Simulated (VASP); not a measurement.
# Se (Pm-3m) in VASP: settings compared

The runs below take Se through relaxation of cell and atoms, with r2SCAN, LAK, r2SCAN+rVV10.

Everything below comes from runs of VASP 6.6.1. Logs are shortened: lines on timing, memory, paths and dates and some standing lists are left out, and cuts for length are marked.

## 1. Starting point

It takes space group Pm-3m (No. 221, cubic). The conventional cell has a = 2.811 Å, b = 2.811 Å, c = 2.811 Å, α = 90.00°, β = 90.00°, γ = 90.00°. Se (site symmetry m-3m) is surrounded by 6 Se at 2.81 Å.

This isn't the form of Se at room conditions, which is trigonal, of chains.

## 2. Relaxation of cell and atoms, r2SCAN

INCAR reads:

```
SYSTEM = Se
ALGO = Normal
EDIFF = 1E-6
EDIFFG = -0.005
ENCUT = 600
IBRION = 2
ISIF = 3
ISMEAR = 0
LASPH = .TRUE.
LCHARG = .FALSE.
LMIXTAU = .TRUE.
LREAL = .FALSE.
LWAVE = .FALSE.
METAGGA = R2SCAN
NELM = 60
NSW = 60
PREC = Accurate
SIGMA = 0.05
```

KPOINTS reads:

```
k-points
0
G
  9 9 9
  0 0 0
```

POSCAR reads:

```
Se
1.0
    2.8105630200      0.0000000000      0.0000000000
    0.0000000000      2.8105630200      0.0000000000
    0.0000000000      0.0000000000      2.8105630200
Se
1
Direct
    0.0000000000      0.0000000000      0.0000000000
```

Potentials or basis: VASP PAW PBE potentials, release 64 (Se).

On the command line:

```console
$ cat potpaw_PBE.64/Se/POTCAR > POTCAR
$ mpirun -np 1 vasp_std > vasp.out
```

OUTCAR:

```text
SYSTEM = Se
   EDIFF = 1E-6
   EDIFFG = -0.005
   ENCUT = 600
   IBRION = 2
   ISIF = 3
   ISMEAR = 0
   LASPH = .TRUE.
   LREAL = .FALSE.
   METAGGA = R2SCAN
   NELM = 60
   NSW = 60
   PREC = Accurate

 ion  position               nearest neighbor table
   1  0.000  0.000  0.000-

  LATTYP: Found a simple cubic cell.
 ALAT       =     2.8105630200

  Lattice vectors:

 A1 = (   2.8105630200,   0.0000000000,   0.0000000000)
 A2 = (   0.0000000000,   2.8105630200,   0.0000000000)
 A3 = (   0.0000000000,   0.0000000000,   2.8105630200)

Analysis of symmetry for initial positions (statically):
=====================================================================
 Subroutine PRICEL returns:
 Original cell was already a primitive cell.

 Routine SETGRP: Setting up the symmetry group for a
 simple cubic supercell.

 Subroutine GETGRP returns: Found 48 space group operations
 (whereof 48 operations were pure point group operations)
 out of a pool of 48 trial point group operations.

The static configuration has the point symmetry O_h .

Analysis of symmetry for dynamics (positions and initial velocities):
=====================================================================
 Subroutine PRICEL returns:
 Original cell was already a primitive cell.

 Routine SETGRP: Setting up the symmetry group for a
 simple cubic supercell.

 Subroutine GETGRP returns: Found 48 space group operations
 (whereof 48 operations were pure point group operations)
 out of a pool of 48 trial point group operations.

The dynamic configuration has the point symmetry O_h .

 Subroutine INISYM returns: Found 48 space group operations
 (whereof 48 operations are pure point group operations),
 and found     1 'primitive' translations

----------------------------------------------------------------------------------------

                                     Primitive cell

  volume of cell :      22.2014

  direct lattice vectors                    reciprocal lattice vectors
     2.810563020  0.000000000  0.000000000     0.355800597  0.000000000  0.000000000
     0.000000000  2.810563020  0.000000000     0.000000000  0.355800597  0.000000000
     0.000000000  0.000000000  2.810563020     0.000000000  0.000000000  0.355800597

  length of vectors
     2.810563020  2.810563020  2.810563020     0.355800597  0.355800597  0.355800597

  position of ions in fractional coordinates (direct lattice)
     0.000000000  0.000000000  0.000000000

  ion indices of the primitive-cell ions
   primitive index   ion index
                 1           1

----------------------------------------------------------------------------------------

 KPOINTS: k-points

Automatic generation of k-mesh.
 Grid dimensions read from file:
 generate k-points for:    9    9    9

 Generating k-lattice:

  Cartesian coordinates                     Fractional coordinates (reciprocal lattice)
     0.039533400  0.000000000  0.000000000     0.111111111  0.000000000  0.000000000
     0.000000000  0.039533400  0.000000000     0.000000000  0.111111111  0.000000000
     0.000000000  0.000000000  0.039533400     0.000000000  0.000000000  0.111111111

  Length of vectors
     0.039533400  0.039533400  0.039533400

  Shift w.r.t. Gamma in fractional coordinates (k-lattice)
     0.000000000  0.000000000  0.000000000

 Subroutine IBZKPT returns following result:
 ===========================================

 Found     35 irreducible k-points:

 Following reciprocal coordinates:
            Coordinates               Weight
  0.000000  0.000000  0.000000      1.000000
  0.111111  0.000000  0.000000      6.000000
  0.222222  0.000000  0.000000      6.000000
  0.333333  0.000000  0.000000      6.000000
  0.444444  0.000000  0.000000      6.000000
  0.111111  0.111111  0.000000     12.000000
[... 16 lines left out ...]
  0.333333  0.333333  0.111111     24.000000
  0.444444  0.333333  0.111111     48.000000
 [... further k-points ...]
   k-points           NKPTS =     35   k-points in BZ     NKDIM =     35   number of bands    NBANDS=      7
   number of dos      NEDOS =    301   number of ions     NIONS =      1
   total plane-waves  NPLWV =  13824
   dimension x,y,z NGX =    24 NGY =   24 NGZ =   24
   dimension x,y,z NGXF=    48 NGYF=   48 NGZF=   48
   ions per type =               1
   NGX,Y,Z   is equivalent  to a cutoff of  14.20, 14.20, 14.20 a.u.
   NGXF,Y,Z  is equivalent  to a cutoff of  28.39, 28.39, 28.39 a.u.
 SYSTEM =  Se
   PREC   = accura    normal or accurate (medium, high low for compatibility)
   ISTART =      0    job   : 0-new  1-cont  2-samecut
   ICHARG =      2    charge: 1-file 2-atom 10-const
   ISPIN  =      1    spin polarized calculation?
   LNONCOLLINEAR =      F non collinear calculations
   LSORBIT =      F    spin-orbit coupling
   LASPH  =      T    aspherical Exc in radial PAW
   ENCUT  =  600.0 eV  44.10 Ry    6.64 a.u.   5.61  5.61  5.61*2*pi/ulx,y,z
   NELM   =     60;   NELMIN=  2; NELMDL= -5     # of ELM steps
   EDIFF  = 0.1E-05   stopping-criterion for ELM
   LREAL  =      F    real-space projection
   EDIFFG = -.5E-02   stopping-criterion for IOM
   NSW    =     60    number of steps for IOM
   IBRION =      2    ionic relax: 0-MD 1-quasi-New 2-CG
   NFREE  =      1    steps in history (QN), initial steepest desc. (CG)
   ISIF   =      3    stress and relaxation
   ISYM   =      2    0-nonsym 1-usesym 2-fastsym
   POTIM  = 0.5000    time-step for ionic-motion
   TEBEG  =    0.0;   TEEND  =   0.0 temperature during run
   PSTRESS=    0.0 pullay stress
   NELECT =       6.0000    total number of electrons
   NUPDOWN=      -1.0000    fix difference up-down
   EMIN   =  10.00;   EMAX   =-10.00  energy-range for DOS
   EFERMI =   0.00;   METHOD = LEGACY
   ISMEAR =     0;   SIGMA  =   0.05  broadening in eV -4-tet -1-fermi 0-gaus
   EFERMI_NEDOS =   21; number of points for ismear=-14 and -15
   IALGO  =     38    algorithm
   IMIX   =      4    mixing-type and parameters
     AMIX     =   0.40;   BMIX     =  1.00
     AMIX_MAG =   1.60;   BMIX_MAG =  1.00
  volume/ion in A,a.u.               =      22.20       149.82
  Fermi-wavevector in a.u.,A,eV,Ry     =   1.058438  2.000157 15.242472  1.120290
  Thomas-Fermi vector in A             =   2.193747
   LORBIT       =      0    0 simple, 1 ext, 2 COOP (PROOUT), +10 PAW based schemes
   METAGGA = R2SCAN    functional components
   LHFCALC =     F    Hartree Fock is set to
   AEXX    =    0.0000 exact exchange contribution
   IVDW    =     0    specifies the selected vdW correction
   LEPSILON=     F    determine dielectric tensor
   LRPA    =     F    only Hartree local field effects (RPA)
 conjugate gradient relaxation of ions
 non-spin polarized calculation
 Gauss-broadening in eV      SIGMA  =   0.05
  energy-cutoff  :      600.00
  volume of cell :       22.20
 maximum number of plane-waves:       751
 NGX is ok and might be reduce to    24
   NGX = 11   NGY = 11   NGZ = 11

--------------------------------------- Ionic step        1  -------------------------------------------

 number of electron       5.9999999 magnetization

 Free energy of the ion-electron system (eV)
  ---------------------------------------------------
  ext. energy  EPLUGINS =         0.00000000
  ---------------------------------------------------
  free energy    TOTEN  =       -14.05392439 eV

  energy without entropy =      -14.05190839  energy(sigma->0) =      -14.05291639

------------------------ aborting loop because EDIFF is reached ----------------------------------------

  FORCE on cell =-STRESS in cart. coord.  units (eV):
  Direction    XX          YY          ZZ          XY          YZ          ZX
  --------------------------------------------------------------------------------------
  -------------------------------------------------------------------------------------
  Total        0.1184694      0.1184694      0.1184694     -0.0000000      0.0000000     -0.0000000
  in kB        8.5494199      8.5494199      8.5494199     -0.0000000      0.0000000     -0.0000000
  external PRESSURE =       8.5494199 kB  Pullay stress =       0.0000000 kB

 VOLUME and BASIS-vectors are now :
 -----------------------------------------------------------------------------
  energy-cutoff  :      600.00
  volume of cell :       22.20
      direct lattice vectors                 reciprocal lattice vectors
     2.810563020  0.000000000  0.000000000     0.355800597  0.000000000  0.000000000
     0.000000000  2.810563020  0.000000000     0.000000000  0.355800597  0.000000000
     0.000000000  0.000000000  2.810563020     0.000000000  0.000000000  0.355800597
[... 36 lines left out ...]
 POSITION                                       TOTAL-FORCE (eV/Angst)
 -----------------------------------------------------------------------------------
      0.00000      0.00000      0.00000         0.000000      0.000000      0.000000
 -----------------------------------------------------------------------------------
    total drift:                                0.000000      0.000000      0.000000

  FREE ENERGIE OF THE ION-ELECTRON SYSTEM (eV)
  ---------------------------------------------------
  free  energy   TOTEN  =       -14.0544338636 eV

  energy  without entropy=      -14.0529237259  energy(sigma->0) =      -14.05367879

--------------------------------------- Ionic step        3  -------------------------------------------

 number of electron       5.9999999 magnetization

 Free energy of the ion-electron system (eV)
  ---------------------------------------------------
  ext. energy  EPLUGINS =         0.00000000
  ---------------------------------------------------
  free energy    TOTEN  =       -14.05459889 eV

  energy without entropy =      -14.05292293  energy(sigma->0) =      -14.05376091

 E-fermi :   4.5556     XC(G=0): -10.4650

 val. band max:        4.5411986668   @ k =   0.1111   0.1111   0.0000
 cond. band min:       4.5869120920   @ k =   0.1111   0.1111   0.1111
 fundamental gap:      0.0457134252
 Fermi energy:         4.5555865437

 k-point     1 :       0.0000    0.0000    0.0000
  band No.  band energies     occupation
      1     -12.2315      2.00000
      2       6.0426      0.00000
      3       6.0426      0.00000
      4       6.0426      0.00000
      5      12.7755      0.00000
      6      12.7755      0.00000
      7      13.3055      0.00000

 k-point     2 :       0.1111    0.0000    0.0000
  band No.  band energies     occupation
      1     -12.0471      2.00000
      2       4.3287      2.00000
      3       6.1872      0.00000
      4       6.1872      0.00000
      5      12.9569      0.00000
      6      13.3370      0.00000
      7      15.0582      0.00000
[... 201 lines left out ...]
 k-point    23 :       0.3333    0.3333    0.1111
  band No.  band energies     occupation
      1      -9.1357      2.00000
      2       0.4395      2.00000
      3       0.5960      2.00000
      4       6.6482      0.00000
      5      11.3452      0.00000
      6      17.4726      0.00000
      7      19.0394      0.00000

 k-point    24 :       0.4444    0.3333    0.1111
  band No.  band energies     occupation
      1      -8.4914      2.00000
      2      -1.0044      2.00000
      3       1.0543      2.00000
      4       7.0777      0.00000
      5       9.9354      0.00000
      6      17.2535      0.00000
      7      18.7701      0.00000

 [... further k-points ...]
[... 5 lines left out ...]
  --------------------------------------------------------------------------------------
  -------------------------------------------------------------------------------------
  Total       -0.0026322     -0.0026322     -0.0026322      0.0000000      0.0000000      0.0000000
  in kB       -0.1877951     -0.1877951     -0.1877951      0.0000000      0.0000000      0.0000000
  external PRESSURE =      -0.1877951 kB  Pullay stress =       0.0000000 kB

 VOLUME and BASIS-vectors are now :
 -----------------------------------------------------------------------------
  energy-cutoff  :      600.00
  volume of cell :       22.46
      direct lattice vectors                 reciprocal lattice vectors
     2.821283648 -0.000000000 -0.000000000     0.354448586  0.000000000 -0.000000000
    -0.000000000  2.821283648  0.000000000     0.000000000  0.354448586 -0.000000000
     0.000000000  0.000000000  2.821283648     0.000000000 -0.000000000  0.354448586

 POSITION                                       TOTAL-FORCE (eV/Angst)
 -----------------------------------------------------------------------------------
      0.00000      0.00000      0.00000        -0.000000     -0.000000      0.000000
 -----------------------------------------------------------------------------------
    total drift:                               -0.000000      0.000000      0.000000

  FREE ENERGIE OF THE ION-ELECTRON SYSTEM (eV)
  ---------------------------------------------------
  free  energy   TOTEN  =       -14.0545988898 eV

  energy  without entropy=      -14.0529229288  energy(sigma->0) =      -14.05376091

 reached required accuracy - stopping structural energy minimisation
```

Wall time 41 s (1 thread of Intel Xeon Platinum 8488C (Sapphire Rapids), shared host); peak memory 0.14 GiB.

Results:

- Free energy: -14.0546 eV
- Relaxed volume: 22.46 Å³/atom
- Relaxed cell: a = 2.821 Å, b = 2.821 Å, c = 2.821 Å, α = 90.00°, β = 90.00°, γ = 90.00°
- Space group after relaxing (to 0.05 Å): Pm-3m (No. 221)
- Energy gained by relaxing: 0.7 meV/atom
- Ionic steps: 3
- Pressure after relaxing: 0.0 GPa
- Band gap on the k mesh: none (metal or under the smearing width)

The path:
| step | energy change (eV) | largest force (eV/Å) | pressure (GPa) | volume (Å³) |
| --- | --- | --- | --- | --- |
| 1 | 0.0000 | 0.0000 | 0.85 | 22.20 |
| 2 | -0.0005 | 0.0000 | -0.41 | 22.58 |
| 3 | -0.0007 | 0.0000 | -0.02 | 22.46 |

Final structure:
```
Se
1.0
     2.82128    0.00000    0.00000
     0.00000    2.82128    0.00000
     0.00000    0.00000    2.82128
Se
1
Direct
  0.00000 0.00000 0.00000
```

Caveat: the PAW data sets were made with another functional, which shifts forces and pressure a little.

[end of part 1 of 2]
